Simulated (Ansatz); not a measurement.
**Ti: properties at the relaxed cell**

One table from this session's results is given with a row withheld; the runs are named, their logs left out.

Program: Ansatz 0.2.0. Level of theory: DFT PBE, scalar-relativistic, plane waves, PAW. These are calculated values, not measurements.

1 further run of the same task is left out (set aside as unsound or not needed).

## The system as given

The structure is hexagonal, space group P6_3/mmc (No. 194). Conventional cell: a = 2.939 Å, b = 2.939 Å, c = 4.650 Å, α = 90.00°, β = 90.00°, γ = 120.00°. Ti (site symmetry -6m2) has 12 Ti at 2.88 to 2.94 Å as nearest neighbours.

Coordinates:

```cif
data_structure
_symmetry_space_group_name_H-M 'P 1'
_symmetry_Int_Tables_number 1
_cell_length_a 2.9386
_cell_length_b 2.9386
_cell_length_c 4.6504
_cell_angle_alpha 90.000
_cell_angle_beta 90.000
_cell_angle_gamma 120.000
_cell_volume 34.78
loop_
_atom_site_label
_atom_site_type_symbol
_atom_site_fract_x
_atom_site_fract_y
_atom_site_fract_z
_atom_site_occupancy
Ti1 Ti 0.33333 0.66667 0.25000 1
Ti2 Ti 0.66667 0.33333 0.75000 1
```

This cell was relaxed beforehand with the same method: volume 17.39 Å³/atom, gap on the mesh none (metal).

The first run:

input.yaml

```yaml
crystal:
  lattice:
    - [2.9385821065, 0.0, 0.0]
    - [-1.4692910532, 2.5448867553, 0.0]
    - [0.0, 0.0, 4.650427181]
  atoms:
    - { symbol: Ti, position: [0.3333333333, 0.6666666667, 0.25] }
    - { symbol: Ti, position: [0.6666666667, 0.3333333333, 0.75] }
basis:
  ecutwfc: 420
kpoints:
  mp_grid: { grid: [18, 18, 10] }
  band_path:
    path:
      - [[0.0, 0.0, 0.0], [0.5, 0.0, 0.0], [0.33333333, 0.33333333, 0.0], [0.0, 0.0, 0.0], [0.0, 0.0, 0.5], [0.5, 0.0, 0.5], [0.33333333, 0.33333333, 0.5], [0.0, 0.0, 0.5]]
      - [[0.5, 0.0, 0.5], [0.5, 0.0, 0.0]]
      - [[0.33333333, 0.33333333, 0.5], [0.33333333, 0.33333333, 0.0]]
    npoints: 14
hamiltonian:
  xc: pbe
scf:
  occupations: { method: gaussian, width: 0.1 }
  n_extra_bands: 6
output:
  forces: true
  stress: true
  eigenvalues: true
  populations: true
  dos: { projected: true, de: 0.02, nscf_kmesh: { grid: [27, 27, 15] } }
  bader: true
  write_density: true
  write_potential: true
  elf: true
  volumetric_format: npy
```

On the command line:

```bash
$ ansatz run input.yaml --threads 1 --pin off --max-ram 2560MiB --backend cpu --events-out ev --progress --plain --runs-dir out
```

Among the steps run: Static run: bands, density of states and charges; Volume × 0.97; The cell scaled to 1.03 of its volume; Volume × 0.94; Volume × 1.06.

One of the session's tables, all rows but one given; the rest of the session is left out.

It belongs to the step «Energy against volume». 

```
volume (Å³/atom)  energy above the lowest point (meV/atom)  pressure (GPa)
          16.345                                      24.0            7.76
          16.867                                         ?               ?
          17.389                                       0.0            0.01
          17.910                                       5.3           -3.13
          18.432                                      20.2           -5.86
```

**Question.** Estimate the row for volume (Å³/atom) = 16.867.

Worked estimate for «energy above the lowest point (meV/atom)». A straight line through the neighbours (16.345, 24.0) and (17.389, 0.0) gives 24.0 + (0.0 − 24.0) × (16.867 − 16.345) / (17.389 − 16.345) = 12.0; a parabola fitted to 3 rows on both sides gives 6.2.

As computed: energy above the lowest point (meV/atom): 5.7; pressure (GPa): 3.62. In «energy above the lowest point (meV/atom)» the line misses by +6.3 and the parabola by +0.5.
